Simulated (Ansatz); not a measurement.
# Ta (P6_3/mmc) in Ansatz: reference runs

Aim: a first look at Ta with PBE, on the cell as given and on a disturbed one.

Program: Ansatz 0.2.0. These are calculated values, not measurements. Logs are shortened: lines on timing, memory, paths and dates and some standing lists are left out, and cuts for length are marked.

## (1) The crystal as given

Symmetry: P6_3/mmc, No. 194, hexagonal system. Conventional cell: a = 2.900 Å, b = 2.900 Å, c = 5.166 Å, α = 90.00°, β = 90.00°, γ = 120.00°. Ta (site symmetry -6m2) has 12 Ta at 2.90 to 3.08 Å as nearest neighbours.

This isn't the form of Ta at room conditions, which is bcc.

## (2) Single point, PBE

Contents of input.yaml:

```yaml
crystal:
  lattice:
    - [2.9003720726, 0.0, 0.0]
    - [-1.4501860363, 2.5117958953, 0.0]
    - [0.0, 0.0, 5.166274]
  atoms:
    - { symbol: Ta, position: [0.3333333333, 0.6666666667, 0.25] }
    - { symbol: Ta, position: [0.6666666667, 0.3333333333, 0.75] }
hamiltonian:
  xc: pbe
  pseudopotentials: { kind: paw }
kpoints:
  mp_grid: { grid: [11, 11, 5] }
scf:
  occupations: { method: fermi_dirac, width: 0.05 }
output:
  forces: true
  stress: true
  eigenvalues: true
```

Potentials or basis: Ansatz PAW.

Launch:

```
$ ansatz run input.yaml --threads 2 --pin off --max-ram 5120MiB --backend cpu --events-out ev --progress --plain --runs-dir out
```

The program printed:

```text
Warning: RAYON_NUM_THREADS=2 ignored (pool sized by the plan → 2); use --threads N
Engine: ansatz 0.2.0, x86_64-unknown-linux-gnu
Pseudopotentials: kind: paw
Pseudopotential: Ta, paw, valence charge 13, recommended cutoff 420 eV (normal), Ta.paw.azcp
Functional definition: PBE
  parameter kappa = 0.804
  parameter beta = 0.06672455060314922
  exchange = pbe_x(kappa = kappa, mu = beta*pi^2/3)
  correlation = pbe_c(beta = beta)
Crystal: 2 atoms, lattice volume = 37.637 Å³
Basis set: ecut = 420 eV, 725 PW (Γ), exchange–correlation on 40×40×72 points (8 copies of the dense FFT grid, shifted against one another)
Bands: 17, of which v1, the nominal top of the filled ones, is band 13 counted from 1 (12 counted from 0)
Symmetry: 24 space group operations
Space group: P63/mmc (ITA 194), of the structure as read, at distance tolerance 3.4e-5 Å
k-points: 48 of 605
Non-local potential: Ta, projectors of the file, l = 0: 3, l = 1: 2, l = 2: 2, l = 3: 1
PAW form: soft (Blöchl's): semilocal exchange-correlation on the pseudo side does not see the compensation charge
PAW one-centre angular grid: Ta, 590 points (default); XC on 64 Gauss nodes
Initial density: superposition of atomic densities (neutral atoms: chi_scale 0, normalization atom), corrected by the library's trained network
Initial wavefunctions: pseudopotential atomic-orbital guess
Functional: x = pbe(κ = 0.804, μ = 0.2195149727645171), c = pbe(β = 0.06672455060314922)
SCF iter   1: F=—  HF=-19863.965622 eV  |F-HF|=—  |Δ(HF+E_count)|=         —  Δρ=6.19e-3  dr2=1.05e-2  ethr=1.77e-3  ⟨swp⟩=5.6  Hψ=3669  notcnv=0
preconditioner: auto → Kerker (q_TF=auto, 2.565 Å⁻¹)  [metal: Δε(μ)=0.035 eV  Ē_g=4.539 eV  σ=0.050 eV  W_gap=0.17  n_scr=10 (ndim 8)  ℏωp=19.1 eV  f_vac=0.000  D(μ)=2.26/eV (n_scr^D=22)]
SCF iter   2: F=—  HF=-19863.964009 eV  |F-HF|=—  |Δ(HF+E_count)|=   1.61e-3  Δρ=3.82e-3  dr2=4.64e-3  ethr=4.04e-5  ⟨swp⟩=1.4  Hψ=1249  notcnv=0
SCF iter   3: F=—  HF=-19863.962845 eV  |F-HF|=—  |Δ(HF+E_count)|=   1.16e-3  Δρ=5.00e-4  dr2=4.67e-5  ethr=1.78e-5  ⟨swp⟩=2.0  Hψ=1053  notcnv=0
SCF iter   4: F=—  HF=-19863.962858 eV  |F-HF|=—  |Δ(HF+E_count)|=   1.26e-5  Δρ=1.30e-4  dr2=3.49e-6  ethr=1.80e-7  ⟨swp⟩=2.5  Hψ=1513  notcnv=0
iter 5 did not close the SCF: its close was put off for the readings that it lacked (scf_convergence_deferred on its scf_iter line)
SCF iter   5: F=-19863.962858 eV  HF=-19863.962858 eV  |F-HF|=9.13e-9  |Δ(HF+E_count)|=   1.92e-7  Δρ=2.28e-5  dr2=8.29e-8  ethr=1.34e-8  ⟨swp⟩=1.0  Hψ=817  notcnv=0
SCF iter   6: F=-19863.962858 eV  HF=-19863.962858 eV  |F-HF|=8.08e-10  |Δ(HF+E_count)|=   1.93e-8  Δρ=4.50e-6  dr2=3.49e-9  ethr=3.19e-10  ⟨swp⟩=2.5  Hψ=2693  notcnv=0
SCF 1 converged in 6 iterations: F = -19863.962858 eV  dr2 = 3.49e-9
SCF converged after 6 iterations
Free energy (F): -19863.962858 eV
Harris-Foulkes:  -19863.962858 eV  (|F-HF|=8.08e-10)
Internal energy: -19863.943761 eV  (E = F + TS)
E sigma→0 (E₀):  -19863.953310 eV
Entropy (-TS):   -0.019097 eV (-9.548 meV/atom)
Fermi energy:    18.181950 eV
--- Per-component energies (eV) ---
  E_band       = -229.882826
  E_kinetic    = 730.101448
  E_local      = -1152.914626  (includes V_loc(G=0)·N_el)
  E_nonlocal   = 29.228676
  E_hartree    = 398.041310
  E_xc         = -436.106112
  E_vxc        = -407.013421  (∫ρ·V_xc dr)
  E_paw        = -16792.881686  (= ΣΔE_a)
  E_vpaw       = -225.366700  (= ΣTr[D̂ρ^β])
  E_aug_tail   = 0.000313  (compensation charges beyond the density's cutoff)
  E_ewald      = -2639.413084
  E_smearing   = -0.019097  (= −TS)
  E_closure    = 0.000000  (closes the sum)
  Σ components = -19863.962858   (vs F -19863.962858, Δ=0.00e0)
--- Forces (eV/Å), atoms counted from 1 ---
  atom   1  Ta    -0.00000000    -0.00000000     0.00000000
  atom   2  Ta     0.00000000     0.00000000     0.00000000
  max |Σ_I F_I| component: 2.31e-18 eV/Å
--- Stress (GPa, compression-positive) ---
       -1.301493      -0.000000       0.000000
        0.000000      -1.301493       0.000000
        0.000000       0.000000      -0.327947
  P = ⅓ Tr σ = -0.9770 GPa (-9.770 kbar)
--- Band table (eV; the first three rows and the last of 48) ---
  k-point 0: bands = ["-49.4019", "-49.3431", "-16.3522", "-15.5393", "-15.4203", "-15.4203", "-15.3388", "-15.3388", "10.0040", "13.2705", "17.6026", "18.0228", "18.7658", "18.7658", "19.3276", "19.3276", "21.1351"]
  k-point 1: bands = ["-49.3963", "-49.3488", "-16.2785", "-15.6212", "-15.4125", "-15.4125", "-15.3466", "-15.3466", "10.3447", "13.0814", "17.4312", "17.5417", "18.7281", "18.7281", "19.1927", "19.1927", "21.4593"]
  k-point 2: bands = ["-49.3817", "-49.3635", "-16.0818", "-15.8310", "-15.3922", "-15.3922", "-15.3671", "-15.3671", "11.2555", "12.3605", "17.0088", "17.0901", "18.7451", "18.7451", "18.9266", "18.9266", "22.1900"]
  k-point 47: bands = ["-49.2790", "-49.2771", "-16.2503", "-16.2277", "-16.0453", "-15.9963", "-15.6906", "-15.6688", "15.2990", "15.6398", "16.4349", "16.4491", "17.4041", "17.6291", "19.5201", "20.1979", "23.0867"]
```

Run time: 1.4 s. Hardware: 2 threads of Intel Xeon Platinum 8259CL at 2.50GHz (Skylake/Cascade Lake), shared host; peak memory 0.36 GiB.

What came out:

```
Free energy            : -19863.9629 eV
Pressure               : -1.0 GPa
Band gap on the k mesh : none (metal or under the smearing width)
```

Stress tensor (GPa, compression positive):
```
-1.30  0.00  0.00
 0.00 -1.30  0.00
 0.00  0.00 -0.33
```

## (3) Single point, PBE (atoms moved at random, drawn with an rms of 0.05 Å)

input.yaml: that of step 2 with these lines changed.

```diff
@@ -6,4 +6,4 @@
   atoms:
-    - { symbol: Ta, position: [0.3333333333, 0.6666666667, 0.25] }
-    - { symbol: Ta, position: [0.6666666667, 0.3333333333, 0.75] }
+    - { symbol: Ta, position: [0.330317, 0.672474, 0.242856] }
+    - { symbol: Ta, position: [0.6626, 0.32497, 0.759261] }
 hamiltonian:
@@ -19 +19,5 @@
   eigenvalues: true
+  write_density: true
+  write_potential: true
+  elf: true
+  volumetric_format: npy
```

Potentials or basis: Ansatz PAW.

Launch:

```
$ ansatz run input.yaml --threads 2 --pin off --max-ram 5120MiB --backend cpu --events-out ev --progress --plain --runs-dir out
```

The program printed:

```text
Warning: RAYON_NUM_THREADS=2 ignored (pool sized by the plan → 2); use --threads N
[... 8 set-up lines as earlier in the session ...]
Crystal: 2 atoms, lattice volume = 37.637 Å³
Basis set: ecut = 420 eV, 725 PW (Γ), exchange–correlation on 40×40×72 points (8 copies of the dense FFT grid, shifted against one another)
Bands: 17, of which v1, the nominal top of the filled ones, is band 13 counted from 1 (12 counted from 0)
Symmetry: 2 space group operations
Space group: P-1 (ITA 2), of the structure as read, at distance tolerance 3.4e-5 Å
k-points: 303 of 605
[... 6 set-up lines as earlier in the session ...]
SCF iter   1: F=—  HF=-19863.926680 eV  |F-HF|=—  |Δ(HF+E_count)|=         —  Δρ=6.28e-3  dr2=1.15e-2  ethr=1.77e-3  ⟨swp⟩=5.8  Hψ=23124  notcnv=0
preconditioner: auto → Kerker (q_TF=auto, 2.565 Å⁻¹)  [metal: Δε(μ)=0.020 eV  Ē_g=4.538 eV  σ=0.050 eV  W_gap=0.10  n_scr=10 (ndim 8)  ℏωp=19.1 eV  f_vac=0.000  D(μ)=2.18/eV (n_scr^D=22)]
SCF iter   2: F=—  HF=-19863.925028 eV  |F-HF|=—  |Δ(HF+E_count)|=   1.65e-3  Δρ=3.87e-3  dr2=4.97e-3  ethr=4.41e-5  ⟨swp⟩=1.4  Hψ=7894  notcnv=0
SCF iter   3: F=—  HF=-19863.923828 eV  |F-HF|=—  |Δ(HF+E_count)|=   1.20e-3  Δρ=4.85e-4  dr2=4.78e-5  ethr=1.91e-5  ⟨swp⟩=2.0  Hψ=6630  notcnv=0
SCF iter   4: F=—  HF=-19863.923818 eV  |F-HF|=—  |Δ(HF+E_count)|=   9.17e-6  Δρ=1.16e-4  dr2=3.74e-6  ethr=1.84e-7  ⟨swp⟩=2.4  Hψ=9306  notcnv=0
SCF iter   5: F=—  HF=-19863.923818 eV  |F-HF|=—  |Δ(HF+E_count)|=   1.07e-7  Δρ=2.62e-5  dr2=1.79e-7  ethr=1.44e-8  ⟨swp⟩=1.6  Hψ=6071  notcnv=0
SCF iter   6: F=-19863.923818 eV  HF=-19863.923818 eV  |F-HF|=2.20e-9  |Δ(HF+E_count)|=   9.10e-9  Δρ=4.90e-6  dr2=5.13e-9  ethr=3.85e-10  ⟨swp⟩=8.8  Hψ=31336  notcnv=0
SCF 1 converged in 6 iterations: F = -19863.923818 eV  dr2 = 5.13e-9
SCF converged after 6 iterations
Free energy (F): -19863.923818 eV
Harris-Foulkes:  -19863.923818 eV  (|F-HF|=2.20e-9)
Internal energy: -19863.905062 eV  (E = F + TS)
E sigma→0 (E₀):  -19863.914440 eV
Entropy (-TS):   -0.018756 eV (-9.378 meV/atom)
Fermi energy:    18.185316 eV
--- Per-component energies (eV) ---
  E_band       = -229.933115
  E_kinetic    = 730.275838
  E_local      = -1158.495860  (includes V_loc(G=0)·N_el)
  E_nonlocal   = 29.290503
  E_hartree    = 400.733518
  E_xc         = -436.149272
  E_vxc        = -407.070278  (∫ρ·V_xc dr)
  E_paw        = -16792.911983  (= ΣΔE_a)
  E_vpaw       = -225.399138  (= ΣTr[D̂ρ^β])
  E_aug_tail   = 0.000307  (compensation charges beyond the density's cutoff)
  E_ewald      = -2636.648112
  E_smearing   = -0.018756  (= −TS)
  E_closure    = 0.000000  (closes the sum)
  Σ components = -19863.923818   (vs F -19863.923818, Δ=0.00e0)
--- Forces (eV/Å), atoms counted from 1 ---
  atom   1  Ta    -0.02290965     0.04012298     0.94759733
  atom   2  Ta     0.02290965    -0.04012298    -0.94759733
  max |Σ_I F_I| component: 0.00e0 eV/Å
--- Stress (GPa, compression-positive) ---
       -1.612319       0.312122      -0.062206
        0.312122      -0.171609       0.129139
       -0.062206       0.129139       0.572414
  P = ⅓ Tr σ = -0.4038 GPa (-4.038 kbar)
--- Band table (eV; the first three rows and the last of 303) ---
  k-point 0: bands = ["-49.4021", "-49.3404", "-16.3614", "-15.5324", "-15.4241", "-15.4207", "-15.3436", "-15.3311", "10.0044", "13.2613", "17.5383", "18.1213", "18.7284", "18.7702", "19.2802", "19.3379", "21.0527"]
  k-point 1: bands = ["-49.3969", "-49.3457", "-16.2898", "-15.6123", "-15.4161", "-15.4140", "-15.3502", "-15.3392", "10.3437", "13.0754", "17.2675", "17.7348", "18.6989", "18.7256", "19.1494", "19.2048", "21.3750"]
  k-point 2: bands = ["-49.3844", "-49.3583", "-16.1084", "-15.8068", "-15.3984", "-15.3972", "-15.3661", "-15.3583", "11.2463", "12.3670", "16.7882", "17.3342", "18.7227", "18.7285", "18.8978", "18.9381", "22.1020"]
  k-point 302: bands = ["-49.3018", "-49.2808", "-16.3717", "-16.2761", "-15.9163", "-15.7026", "-15.6552", "-15.5778", "13.8767", "14.8022", "15.6054", "16.3466", "18.3101", "18.7276", "19.3710", "22.0999", "22.5088"]
```

v_z.tsv:

```text
# z_ang	v_es[eV]	v_tot[eV]
# format = ansatz-planar-average/11
# xc	pbe
# density_cutoff_ev	1680
# datasets	Ta=:simpson_from_first_knot:soft
# lattice	2.900372073	0.000000000	0.000000000
# lattice	-1.450186036	2.511795895	0.000000000
# lattice	0.000000000	0.000000000	5.166274000
# sites	2
# site	73	-0.017170203	1.689117433	1.254660639
# site	73	1.450519579	0.816258312	3.922550364
0.000000	1.739357e1	7.147334e0
0.143508	1.694168e1	6.675795e0
0.287015	1.542402e1	4.929674e0
0.430523	1.294331e1	1.843535e0
0.574030	9.783323e0	-2.290024e0
0.717538	6.181539e0	-7.069066e0
[... 28 lines left out ...]
4.879259	1.526512e1	4.738535e0
5.022766	1.686474e1	6.592261e0
```

It took 8.8 s on 2 threads of Intel Xeon Platinum 8259CL at 2.50GHz (Skylake/Cascade Lake), shared host; peak memory 0.48 GiB.

What came out:

| Property | Result |
| --- | --- |
| Free energy | -19863.9238 eV |
| Pressure | -0.4 GPa |
| Largest force | 0.949 eV/Å |
| Band gap on the k mesh | none (metal or under the smearing width) |

Forces in eV/Å, atoms in the order of the input:
```
Ta  -0.023  0.040  0.948
Ta   0.023 -0.040 -0.948
```

Levels at points of the mesh, in eV from the Fermi level:
| k point | band 10 | band 11 | band 12 | band 13 | band 14 | band 15 | band 16 | band 17 |
| --- | --- | --- | --- | --- | --- | --- | --- | --- |
| (0.00, 0.00, 0.00) | -4.92 | -0.65 | -0.06 | 0.54 | 0.58 | 1.09 | 1.15 | 2.87 |

The run has no spin-orbit coupling, so splittings on Ta are missing.
